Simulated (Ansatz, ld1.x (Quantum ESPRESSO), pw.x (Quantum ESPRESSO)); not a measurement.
**What a changed setting does to a pw.x run (diamond Al)**

Potential: norm-conserving RRKJ (Kleinman–Bylander form), ld1.x (Quantum ESPRESSO) 7.5, PBE; core [Ne], reference 3s2 3p0.5; waves: 3p (bound): rc 2.15 bohr; 3d channel at 0.15 Ry: rc 1.95 bohr; 3s (bound): rc 2.05 bohr; local part: the s channel; core correction: Bessel-smoothed model core inside 1.25 bohr.

The reference run (k-mesh 8³, cutoffs 50/200 Ry, Fermi–Dirac 0.01 Ry, mixing_beta 0.4, conv_thr 1e-9, no spin) gives -0.32 GPa at 27.707 Å³/atom, where all-electron LAPW gives -0.02 GPa. This run, with its own iteration cap, changes diagonalization to rmm-davidson.

```
&control
  calculation='scf', prefix='x', pseudo_dir='./', outdir='./tmp', tstress=.true., disk_io='none'
/
&system
  ibrav=0, nat=2, ntyp=1, ecutwfc=50, ecutrho=200, nbnd=10,
  occupations='smearing', smearing='fd', degauss=0.01
/
&electrons
  conv_thr=1e-09, mixing_beta=0.4, electron_maxstep=60, diagonalization='rmm-davidson'
/
ATOMIC_SPECIES
Al 1.0 Al.UPF
CELL_PARAMETERS angstrom
  0.00000000 3.02595990 3.02595990
  3.02595990 0.00000000 3.02595990
  3.02595990 3.02595990 0.00000000
ATOMIC_POSITIONS crystal
Al 0.0000 0.0000 0.0000
Al 0.2500 0.2500 0.2500
K_POINTS automatic
8 8 8 0 0 0
```

```bash
pw.x < Al.scf.in > Al.scf.out
```

Task: How does the run end?

Result: It converges in 9 iterations; the free energy moves by +0.0 meV/atom and the pressure by +0.00 GPa. The result is that of the reference run.

```
Message from routine setup:
     using ibrav=0 with symmetry is DISCOURAGED, use correct ibrav instead
     lattice parameter (alat)  =       8.0868  a.u.
     unit-cell volume          =     373.9522 (a.u.)^3
     number of electrons       =         6.00
     number of Kohn-Sham states=           10
     kinetic-energy cutoff     =      50.0000  Ry
     charge density cutoff     =     200.0000  Ry
     scf convergence threshold =      1.0E-09
     Exchange-correlation= PBE
     number of k points=    29  Fermi-Dirac smearing, width (Ry)=  0.0100
     iteration #  1     ecut=    50.00 Ry     beta= 0.40
     total energy              =     -20.30398244 Ry
     estimated scf accuracy    <       0.02361340 Ry
     iteration #  2     ecut=    50.00 Ry     beta= 0.40
     total energy              =     -20.30265249 Ry
     estimated scf accuracy    <       0.00693719 Ry
     iteration #  3     ecut=    50.00 Ry     beta= 0.40
     total energy              =     -20.30314466 Ry
     estimated scf accuracy    <       0.00017885 Ry
     [... 3 iterations left out ...]
     iteration #  7     ecut=    50.00 Ry     beta= 0.40
     total energy              =     -20.30319223 Ry
     estimated scf accuracy    <       0.00000002 Ry
     iteration #  8     ecut=    50.00 Ry     beta= 0.40
     total energy              =     -20.30319223 Ry
     estimated scf accuracy    <          3.9E-09 Ry
     iteration #  9     ecut=    50.00 Ry     beta= 0.40
     the Fermi energy is     2.7079 ev
!    total energy              =     -20.30319223 Ry
     estimated scf accuracy    <          6.8E-11 Ry
     smearing contrib. (-TS)   =      -0.00702238 Ry
     The total energy is F=E-TS. E is the sum of the following terms:
     one-electron contribution =       3.01921231 Ry
     hartree contribution      =       0.40957494 Ry
     xc contribution           =     -15.24661045 Ry
     ewald contribution        =      -8.47834666 Ry
     convergence has been achieved in   9 iterations
          total   stress  (Ry/bohr**3)                   (kbar)     P=       -3.18
     Message from routine punch:
     Nothing written, as per user request (disk_io='none')
```

The run took about 16 s on one core of a shared host (Intel(R) Xeon(R) Platinum 8259CL CPU @ 2.50GHz, 96 threads, 755 GiB, load 78).
